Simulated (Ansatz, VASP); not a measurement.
# Ba: VASP beside Ansatz

```xyz
1
Lattice="-2.5343 2.5343 2.4329 2.5343 -2.5343 2.4329 2.5343 2.5343 -2.4329" Properties=species:S:1:pos:R:3 pbc="T T T"
Ba    0.0000    0.0000    0.0000
```

Alike in both runs: task single point; functional PBEsol; k mesh 16 × 16 × 16; occupations gaussian, width 0.15 eV; no spin polarisation.

|  | VASP | Ansatz |
| --- | --- | --- |
| version | VASP 6.6.1 | Ansatz 0.2.0 |
| potentials or method | VASP PAW PBE potentials, release 64 (Ba_sv) | scalar-relativistic, plane waves, PAW |
| plane-wave cutoff (eV) | 520 | 420 |
| valence electrons in the cell | 10 | 10 |

Ansatz gave:

| Quantity | Value |
| --- | --- |
| gap on the k mesh at the Fermi level (eV) | none |
| pressure (GPa) | -0.6 |
| largest component of the traceless stress (GPa) | 0.14 |

Q: What did VASP give for the same quantities?

A: gap on the k mesh at the Fermi level (eV): none; pressure (GPa): -0.5; largest component of the traceless stress (GPa): 0.14.

A gap of «none» marks a metal or a gap that the smearing closes.

Caveats: the PAW data sets were made with another functional, which shifts forces and pressure a little (VASP). Spin-orbit coupling is left out, which matters for the levels of Ba.
